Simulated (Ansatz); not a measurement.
## Al2Au in Ansatz: the effect of target pressure

Crystal: Al2Au.

```
CELL_PARAMETERS angstrom
0.00000 3.00000 3.00000
3.00000 0.00000 3.00000
3.00000 3.00000 0.00000
ATOMIC_POSITIONS crystal
Au 0.00000 0.00000 0.00000
Al 0.75000 0.75000 0.75000
Al 0.25000 0.25000 0.25000
```

Alike in all runs:

| Item | Value |
| --- | --- |
| Program | Ansatz 0.2.0 |
| Task | relaxation of cell and atoms |
| Functional | PBEsol |
| Potentials or basis | Ansatz PAW |
| Cutoff | 420 eV (not typed: the program's choice for these potentials) |
| k mesh | 8 × 8 × 8 |
| Occupations | fermi-dirac, width 0.05 eV |
| Spin | no spin polarisation |

Each run relaxes the cell or the atoms first.

Q: One run gave: relaxed volume 15.83 Å³/atom. Which target pressure did it use?
A. 0 GPa
B. 5 GPa
C. 20 GPa
D. 2 GPa
E. 10 GPa

A: C.

| target pressure | relaxed volume (Å³/atom) |
| --- | --- |
| 0 GPa | 18.01 |
| 2 GPa | 17.71 |
| 5 GPa | 17.31 |
| 10 GPa | 16.74 |
| 20 GPa | 15.83 |
| 30 GPa | 15.14 |

Caveats: the plane-wave basis is chosen anew once the cell has moved, so the energies of steps on either side of that aren't comparable; the PAW data sets come from PBE, with cores solved anew for the run's functional, which leaves a small shift of forces and pressure; the volume moved by over 15 % at a fixed basis, so the end points are rough (some runs).

Runs at the PBE level aren't shown here.
